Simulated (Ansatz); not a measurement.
## TiAl under changes of volume

One of the cells (16.653 Å³/atom); the others are scaled copies at fixed shape and fractional positions:

```
CELL_PARAMETERS angstrom
2.86726 0.00000 0.00000
-1.43363 2.48312 0.00000
0.00000 0.00000 4.67808
ATOMIC_POSITIONS crystal
Ti 0.00000 0.00000 0.00000
Al 0.33333 0.66667 0.50000
```

The cell comes from a database or a generator and needn't be the stable form of this composition.

* Program: Ansatz 0.2.0
* Functional: PBEsol
* Potentials or basis: all-electron LAPW, scalar-relativistic
* Cutoff: 225 eV (chosen from the basis error)
* Basis error allowed: 0.001 eV/atom
* k mesh: 11 × 11 × 6
* Occupations: fermi-dirac, width 0.05 eV
* Spin: no spin polarisation

| volume (Å³/atom) | energy over the lowest point (meV/atom) | pressure (GPa) |
| --- | --- | --- |
| 15.654 | ? | ? |
| 15.987 | 0.69 | 1.6 |
| 16.320 | 0.00 | -0.7 |
| 16.653 | 3.91 | -2.9 |
| 16.986 | 12.00 | -4.8 |
| 17.320 | 23.88 | -6.5 |
| 17.653 | 39.19 | -8.1 |

Q: What does the run at 15.654 Å³/atom give?

A: Energy over the lowest point 6.46 meV/atom; pressure 4.2 GPa.

Worked out: A Birch-Murnaghan fit of order 3 (a polynomial in V^(-2/3)) to the other rows has its minimum at 16.20 Å³/atom with B0 = V·E''(V) = 111 GPa and B' = 3.8 at fixed shape and positions, which overstates the stiffness. It gives 6.45 meV/atom at 15.654 Å³/atom, against the run's 6.46, and -dE/dV = 4.1 GPa, against 4.2.

Energies are extrapolated to zero smearing.
